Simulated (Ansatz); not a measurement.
# Cu: how the axes shrink under pressure

Cu, P6_3/mmc, a = 2.531 Å, c = 4.130 Å. This isn't the element's structure at ambient conditions. Ansatz: r2SCAN, PAW, 500 eV, Γ-centred 18×18×10 mesh on 2 atoms, Gaussian smearing 0.10 eV; no spin polarisation. Cell and atoms are relaxed at each pressure, and no other structure is tried, so the rows at high pressure may lie past a change of phase. y = 100 ln(c/c0) with c0 = 4.1299 Å, so nearly a change in per cent. The pressures are the targets, met within 0.04 GPa.

```
P (GPa) y  100 ln(a/a0)
   -1.0   0.22          0.22
    0.0   0.00          0.00
    1.0      ?             ?
    4.0  -0.77         -0.78
   12.0  -2.09         -2.11
   25.0  -3.83         -3.87
   50.0  -6.19         -6.47
   90.0  -9.09         -9.38
```

Question: Fit y = c1 P + c2 P² to the other rows, give the linear compressibility along c, and predict the missing y.

Answer: Least squares on the rows shown. y = −0.1647 P + 0.0007151 P². The linear compressibility along c is −c1/100 = 1.65 per TPa, against 1.70 along a from the same fit to the last column (its missing entry is -0.20): the crystal is about as stiff along both at low pressure. The runs next to zero pressure give 2.05 and 2.08, so a parabola over the whole range misstates the start. With a term in P³ added, the coefficient of P becomes -0.1957, 19 % more, which shows how far this figure hangs on the form. At P = 1.0 the fit asked for gives -0.16. The run gave -0.19, so the fit is 0.03 too high, within the rms miss on the fitted rows (0.16): the form describes this series only roughly.

The mesh isn't the same in all rows (18×18×10, 24×24×12).